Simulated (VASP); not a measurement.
# PbS (Galena) (Fm-3m) in VASP: settings compared, part 2 of 2

VASP 6.6.1. Earlier steps stand in the parts before.

### Step 5. Single point, PBEsol

File INCAR:

```
SYSTEM = PbS
  PREC = Accurate
  ENCUT = 900
  EDIFF = 1E-8
  ISMEAR = 0
  SIGMA = 0.05
  LREAL = .False.
  LASPH = .True.
  NELM = 100
  ALGO = Normal
  ISIF = 2
  LWAVE = .False.
  LCHARG = .False.
  GGA = PS
  ADDGRID = .False.
```

File KPOINTS:

```
Automatic mesh
0
Gamma
  11 11 11
  0 0 0
```

File POSCAR:

```
PbS
1.0
    0.0000000000      2.9657500000      2.9657500000
    2.9657500000      0.0000000000      2.9657500000
    2.9657500000      2.9657500000      0.0000000000
Pb S
1 1
Direct
    0.0000000000      0.0000000000      0.0000000000
    0.5000000000      0.5000000000      0.5000000000
```

Potentials or basis: VASP PAW PBE potentials, release 64 (Pb_d, S).

Started as:

```
$ cat potpaw_PBE.64/Pb_d/POTCAR potpaw_PBE.64/S/POTCAR > POTCAR
$ mpirun -np 1 vasp_std > vasp.out
```

OUTCAR:

```text
SYSTEM = PbS
   PREC = Accurate
   ENCUT = 900
   EDIFF = 1E-8
   ISMEAR = 0
   LREAL = .False.
   LASPH = .True.
   NELM = 100
   ISIF = 2
   GGA = PS

 ion  position               nearest neighbor table
   1  0.000  0.000  0.000-   2 2.97   2 2.97   2 2.97   2 2.97   2 2.97   2 2.97
   2  0.500  0.500  0.500-   1 2.97   1 2.97   1 2.97   1 2.97   1 2.97   1 2.97

  LATTYP: Found a face centered cubic cell.
 ALAT       =     5.9315000000

  Lattice vectors:

 A1 = (   0.0000000000,   2.9657500000,   2.9657500000)
 A2 = (   2.9657500000,   0.0000000000,   2.9657500000)
 A3 = (   2.9657500000,   2.9657500000,   0.0000000000)

Analysis of symmetry for initial positions (statically):
=====================================================================
 Subroutine PRICEL returns:
 Original cell was already a primitive cell.

 Routine SETGRP: Setting up the symmetry group for a
 face centered cubic supercell.

 Subroutine GETGRP returns: Found 48 space group operations
 (whereof 48 operations were pure point group operations)
 out of a pool of 48 trial point group operations.

The static configuration has the point symmetry O_h .

Analysis of symmetry for dynamics (positions and initial velocities):
=====================================================================
 Subroutine PRICEL returns:
 Original cell was already a primitive cell.

 Routine SETGRP: Setting up the symmetry group for a
 face centered cubic supercell.

 Subroutine GETGRP returns: Found 48 space group operations
 (whereof 48 operations were pure point group operations)
 out of a pool of 48 trial point group operations.

The dynamic configuration has the point symmetry O_h .

 Subroutine INISYM returns: Found 48 space group operations
 (whereof 48 operations are pure point group operations),
 and found     1 'primitive' translations

----------------------------------------------------------------------------------------

                                     Primitive cell

  volume of cell :      52.1715

  direct lattice vectors                    reciprocal lattice vectors
     0.000000000  2.965750000  2.965750000    -0.168591419  0.168591419  0.168591419
[... 124 lines left out ...]

 number of electron      20.0000001 magnetization

 Free energy of the ion-electron system (eV)
  ---------------------------------------------------
  ext. energy  EPLUGINS =         0.00000000
  ---------------------------------------------------
  free energy    TOTEN  =        -9.45571405 eV

  energy without entropy =       -9.45571405  energy(sigma->0) =       -9.45571405

 E-fermi :   5.7918     XC(G=0):  -9.8872

 val. band max:        5.5301175278   @ k =   0.4545   0.0000   0.0000
 cond. band min:       6.1290717502   @ k =   0.4545   0.0000   0.0000
 fundamental gap:      0.5989542223
 Fermi energy:         5.7917768209

 k-point     1 :       0.0000    0.0000    0.0000
  band No.  band energies     occupation
      1     -11.0554      2.00000
      2     -11.0554      2.00000
      3     -11.0554      2.00000
      4     -11.0421      2.00000
      5     -11.0421      2.00000
      6      -7.9152      2.00000
      7      -0.3702      2.00000
      8       3.5177      2.00000
      9       3.5177      2.00000
     10       3.5177      2.00000
     11      10.8480      0.00000
     12      10.8480      0.00000
     13      10.8480      0.00000
     14      12.3320      0.00000
[... 377 lines left out ...]
      1     -11.0673      2.00000
      2     -11.0592      2.00000
      3     -11.0509      2.00000
      4     -11.0358      2.00000
      5     -11.0220      2.00000
      6      -7.2035      2.00000
      7      -1.9958      2.00000
      8       2.6152      2.00000
      9       3.9850      2.00000
     10       5.0689      2.00000
     11       7.1458      0.00000
     12       8.1837      0.00000
     13       9.7646      0.00000
     14      13.1569      0.00000

 [... further k-points ...]

------------------------ aborting loop because EDIFF is reached ----------------------------------------

  FORCE on cell =-STRESS in cart. coord.  units (eV):
  Direction    XX          YY          ZZ          XY          YZ          ZX
  --------------------------------------------------------------------------------------
  -------------------------------------------------------------------------------------
  Total       -0.2721608     -0.2721608     -0.2721608      0.0000000     -0.0000000      0.0000000
  in kB       -8.3580019     -8.3580019     -8.3580019      0.0000000     -0.0000000      0.0000000
  external PRESSURE =      -8.3580019 kB  Pullay stress =       0.0000000 kB

 VOLUME and BASIS-vectors are now :
 -----------------------------------------------------------------------------
  energy-cutoff  :      900.00
  volume of cell :       52.17
      direct lattice vectors                 reciprocal lattice vectors
     0.000000000  2.965750000  2.965750000    -0.168591419  0.168591419  0.168591419
     2.965750000  0.000000000  2.965750000     0.168591419 -0.168591419  0.168591419
     2.965750000  2.965750000  0.000000000     0.168591419  0.168591419 -0.168591419

 POSITION                                       TOTAL-FORCE (eV/Angst)
 -----------------------------------------------------------------------------------
      0.00000      0.00000      0.00000         0.000000     -0.000000      0.000000
      2.96575      2.96575      2.96575        -0.000000      0.000000     -0.000000
 -----------------------------------------------------------------------------------
    total drift:                               -0.000000     -0.000000     -0.000000

  FREE ENERGIE OF THE ION-ELECTRON SYSTEM (eV)
  ---------------------------------------------------
  free  energy   TOTEN  =        -9.4557140464 eV

  energy  without entropy=       -9.4557140464  energy(sigma->0) =       -9.45571405
```

OSZICAR:

```text
N       E                     dE             d eps       ncg     rms          rms(c)
DAV:   1     0.187540301642E+03    0.18754E+03   -0.13472E+04  1568   0.227E+03
DAV:   2     0.702153106006E+01   -0.18052E+03   -0.17618E+03  1616   0.438E+02
DAV:   3    -0.937842878413E+01   -0.16400E+02   -0.16180E+02  2136   0.123E+02
DAV:   4    -0.984524832916E+01   -0.46682E+00   -0.46619E+00  1708   0.225E+01
DAV:   5    -0.986065842114E+01   -0.15410E-01   -0.15410E-01  2320   0.430E+00    0.436E+00
DAV:   6    -0.945892363054E+01    0.40173E+00   -0.12371E+00  2394   0.919E+00    0.294E+00
DAV:   7    -0.945597389876E+01    0.29497E-02   -0.11839E-01  1676   0.204E+00    0.160E+00
DAV:   8    -0.945591142490E+01    0.62474E-04   -0.11820E-02  1820   0.134E+00    0.178E-01
DAV:   9    -0.945564061921E+01    0.27081E-03   -0.22753E-03  2394   0.452E-01    0.761E-02
DAV:  10    -0.945571481248E+01   -0.74193E-04   -0.18768E-04  1682   0.959E-02    0.350E-02
DAV:  11    -0.945571389230E+01    0.92018E-06   -0.23949E-05  2006   0.612E-02    0.840E-03
DAV:  12    -0.945571411069E+01   -0.21839E-06   -0.13211E-06  1976   0.155E-02    0.399E-03
DAV:  13    -0.945571403678E+01    0.73913E-07   -0.23800E-07  1786   0.311E-03    0.191E-03
DAV:  14    -0.945571404635E+01   -0.95781E-08   -0.45506E-08  1688   0.138E-03
   1 F= -.94557140E+01 E0= -.94557140E+01  d E =-.216579E-15
```

stdout:

```text
POSCAR found type information on POSCAR PbS
 POSCAR found :  2 types and       2 ions
 scaLAPACK will be used
 -----------------------------------------------------------------------------
|                                                                             |
|                                                                             |
|     You enforced a specific xc type in the INCAR file but a different       |
|     I HOPE YOU KNOW WHAT YOU ARE DOING!                                     |
|                                                                             |
 -----------------------------------------------------------------------------

 LDA part: xc-table for (Slater+PW92), standard interpolation
 POSCAR, INCAR and KPOINTS ok, starting setup
 FFT: planning ... GRIDC
 FFT: planning ... GRID_SOFT
 FFT: planning ... GRID
 WAVECAR not read
 entering main loop
```

It took 42 s on 1 thread of Intel Xeon 6975P-C (Granite Rapids), shared host; peak memory 0.31 GiB.

What came out:

| Item | Value |
| --- | --- |
| Free energy | -9.4557 eV |
| Pressure | -0.8 GPa |

Levels at points of the mesh, in eV from the Fermi level:
| k point | band 6 | band 7 | band 8 | band 9 | band 10 | band 11 | band 12 | band 13 | band 14 |
| --- | --- | --- | --- | --- | --- | --- | --- | --- | --- |
| (0.00, 0.00, 0.00) | -13.71 | -6.16 | -2.27 | -2.27 | -2.27 | 5.06 | 5.06 | 5.06 | 6.54 |

Caveat: this odd mesh misses L, where the gap lies, so gap, dielectric constants and Born charges aren't listed; the PAW data sets were made with another functional, which shifts forces and pressure a little. The run has no spin-orbit coupling, so splittings on Pb are missing.

### Step 6. Single point, PBEsol

Changes to INCAR since step 5:

```diff
@@ -2,4 +2,4 @@
   PREC = Accurate
-  ENCUT = 900
-  EDIFF = 1E-8
+  ENCUT = 500
+  EDIFF = 1E-7
   ISMEAR = 0
```

File KPOINTS:

```
Automatic mesh
0
Gamma
  5 5 5
  0 0 0
```

POSCAR is that of step 5.

Potentials or basis: VASP PAW PBE potentials, release 64 (Pb_d, S).

Started as:

```
$ cat potpaw_PBE.64/Pb_d/POTCAR potpaw_PBE.64/S/POTCAR > POTCAR
$ mpirun -np 1 vasp_std > vasp.out
```

Wall time 3.7 s (1 thread of Intel Xeon 6975P-C (Granite Rapids), shared host); peak memory 0.17 GiB.

The run converged, but some of its settings lie outside the range that counts as converged, so its numbers aren't taken as properties of the crystal.

Results:

| Property | Result |
| --- | --- |
| Free energy | -9.4699 eV |
| Pressure | -1.1 GPa |

Caveat: this odd mesh misses L, where the gap lies, so gap, dielectric constants and Born charges aren't listed; the PAW data sets were made with another functional, which shifts forces and pressure a little.

### Step 7. The runs side by side

```tsv
task	level	spin	fixed moment (μB)	cell	k mesh	cutoff (eV)	smearing	grid for exact exchange (PRECFOCK)	exchange at q = 0	mesh quality	pressure (GPa)
atomic charges	B3LYP+D3	collinear, random start	0	cell strained at random at fixed volume	4 × 4 × 4	520	gaussian 0.1 eV	Fast	default	coarse	2.7
single point	PBE	off	-	as given	8 × 8 × 8	520	gaussian 0.012 eV	-	-	not flagged	2.1
single point	PBEsol	off	-	as given	11 × 11 × 11	900	gaussian 0.05 eV	-	-	not flagged	-0.8
```

Alike in all rows: potentials or basis VASP PAW PBE potentials, release 64 (Pb_d, S).

Caveats: some runs use coarse meshes; the PAW data sets were made with another functional, which shifts forces and pressure a little (some runs); the total moment is fixed, so each spin has its own Fermi level (some runs); spin-orbit coupling is left out, which as a rule narrows the gap of such compounds by several tenths of an eV (some runs).

Total energies depend on the potentials used, so only differences within one code and one set of settings carry meaning.
